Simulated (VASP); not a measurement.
Write the native input for VASP 6.6.1 that does the following.

```yaml
Task: band structure
Functional: r2SCAN
Potentials_or_basis: VASP PAW PBE potentials, release 64 (W_sv, S)
Cutoff: 520 eV
k_mesh: 10 × 10 × 4
Occupations: gaussian, width 0.02 eV
Spin: no spin polarisation
Ladder: gaps
Further_INCAR_settings: ALGO = Normal; EDIFF = 1e-07
```

The structure of WS2 (Tungstenite) lies in POSCAR:

```
WS2
1.0
    3.1800000000      0.0000000000      0.0000000000
   -1.5900000000      2.7539607840      0.0000000000
    0.0000000000      0.0000000000     12.5000000000
W S
2 4
Direct
    0.6666666667      0.3333333333      0.7500000000
    0.3333333333      0.6666666667      0.2500000000
    0.6666666667      0.3333333333      0.3750000000
    0.3333333333      0.6666666667      0.8750000000
    0.6666666667      0.3333333333      0.1250000000
    0.3333333333      0.6666666667      0.6250000000
```

The input as run:

INCAR

```
PREC = Accurate ; ENCUT = 520
EDIFF = 1E-7 ; ISMEAR = 0
SIGMA = 0.02 ; LREAL = F
LASPH = T ; NELM = 80
ALGO = Normal ; ISIF = 2
LWAVE = F ; LCHARG = F
LMAXMIX = 4 ; METAGGA = R2SCAN
LMIXTAU = T ; KPAR = 2
```

KPOINTS

```
regular mesh
0
Gamma
  10 10 4
```

KPOINTS_OPT

```
path GMKGALHA,LM,KH
15
line-mode
reciprocal
 0.0000000000  0.0000000000  0.0000000000  G
 0.5000000000  0.0000000000  0.0000000000  M

 0.5000000000  0.0000000000  0.0000000000  M
 0.3333333333  0.3333333333  0.0000000000  K

 0.3333333333  0.3333333333  0.0000000000  K
 0.0000000000  0.0000000000  0.0000000000  G

 0.0000000000  0.0000000000  0.0000000000  G
 0.0000000000  0.0000000000  0.5000000000  A

 0.0000000000  0.0000000000  0.5000000000  A
 0.5000000000  0.0000000000  0.5000000000  L

 0.5000000000  0.0000000000  0.5000000000  L
 0.3333333333  0.3333333333  0.5000000000  H

 0.3333333333  0.3333333333  0.5000000000  H
 0.0000000000  0.0000000000  0.5000000000  A

 0.5000000000  0.0000000000  0.5000000000  L
 0.5000000000  0.0000000000  0.0000000000  M

 0.3333333333  0.3333333333  0.0000000000  K
 0.3333333333  0.3333333333  0.5000000000  H
```

Potentials or basis: VASP PAW PBE potentials, release 64 (W_sv, S).

Launch:

```console
$ cat potpaw_PBE.64/W_sv/POTCAR potpaw_PBE.64/S/POTCAR > POTCAR
$ mpirun -np 2 vasp_std > vasp.out
```

It gave:

```yaml
Pressure: 0.4 GPa
Largest_force: 0.094 eV/Å
Band_gap_on_the_k_mesh: 1.24 eV, indirect (least direct gap 2.21 eV)
Band_gap_along_the_path: 1.17 eV, indirect (least direct gap 1.87 eV)
```

Caveat: the PAW data sets were made with another functional, which shifts forces and pressure a little; spin-orbit coupling is left out, which moves the levels of the heavy elements.

It took 9.3 min on 2 MPI ranks on Intel(R) Xeon(R) Platinum 8375C CPU @ 2.90GHz (Ice Lake), on a shared host, peak memory 0.35 GiB a rank.
